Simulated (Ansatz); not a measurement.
Starting structure of a cell relaxation (symmetry kept):

```cif
data_structure
_symmetry_space_group_name_H-M 'C2/m'
_symmetry_Int_Tables_number 12
_cell_length_a 4.2546
_cell_length_b 2.4566
_cell_length_c 3.7645
_cell_angle_alpha 90.000
_cell_angle_beta 111.490
_cell_angle_gamma 90.000
_cell_volume 36.61
loop_
_atom_site_label
_atom_site_type_symbol
_atom_site_symmetry_multiplicity
_atom_site_Wyckoff_symbol
_atom_site_fract_x
_atom_site_fract_y
_atom_site_fract_z
_atom_site_occupancy
C1 C 4 i 0.83336 0.00000 0.00009 1
```

Method: DFT PBE+D3(BJ), scalar-relativistic, plane waves, PAW (Ansatz 0.2.0).

Plane waves to 420 eV, a k mesh through Γ of 14×14×8 on the computed 2-atom cell and Gaussian smearing (0.02 eV); no spin polarisation.

Task: What does it relax to?

Result: The volume goes down by 0.28 Å³/atom to 8.88 Å³/atom, and the energy falls by 2.0 meV/atom. Final structure:
```
C
1.0
     2.13468   -1.23246   -0.01079
     2.13468    1.23246   -0.01079
    -1.40161    0.00000    3.38107
C
2
Direct
  0.83337 0.83337 0.00011
  0.16663 0.16663 0.99989
```